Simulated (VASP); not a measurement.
Crystal: Ge.

```
Ge
1.0
     0.00000    2.82891    2.82891
     2.82891    0.00000    2.82891
     2.82891    2.82891    0.00000
Ge
2
Direct
  0.75000 0.75000 0.75000
  0.50000 0.50000 0.50000
```

| Property | Result |
| --- | --- |
| Program | VASP 6.6.1 |
| Task | relaxation of cell and atoms |
| Functional | PW91 |
| Potentials or basis | VASP PAW PBE potentials, release 64 (Ge_d) |
| Cutoff | 600 eV |
| k mesh | 8 × 8 × 8 |
| Occupations | fermi-dirac, width 0.05 eV |
| Spin | no spin polarisation |

At the start: pressure 3.5 GPa; volume 22.64 Å³/atom.

Problem. Where does the relaxation end?

Solution. Over 5 steps the energy falls by 13.4 meV/atom and the volume is 23.84 Å³/atom (+5.3 %); space group Fd-3m (No. 227, to 0.05 Å).

Step by step:
```tsv
step	energy change (eV)	largest force (eV/Å)	pressure (GPa)	volume (Å³)
1	0.0000	0.0000	3.55	45.28
2	-0.0240	0.0000	-1.11	48.64
3	-0.0267	0.0000	-0.24	47.77
4	-0.0266	0.0000	0.22	47.60
5	-0.0267	0.0000	0.01	47.68
```

Final structure:
```yaml
crystal:
  lattice:
    - [0.00000, 2.87814, 2.87814]
    - [2.87814, 0.00000, 2.87814]
    - [2.87814, 2.87814, 0.00000]
  atoms:
    - { symbol: Ge, position: [0.75000, 0.75000, 0.75000] }
    - { symbol: Ge, position: [0.50000, 0.50000, 0.50000] }
```

The cell as given is a measured one (22.64 Å³/atom); PW91 puts the equilibrium volume +5.3 % from it, thermal expansion not counted.

Caveat: the PAW data sets were made with another functional, which shifts forces and pressure a little.
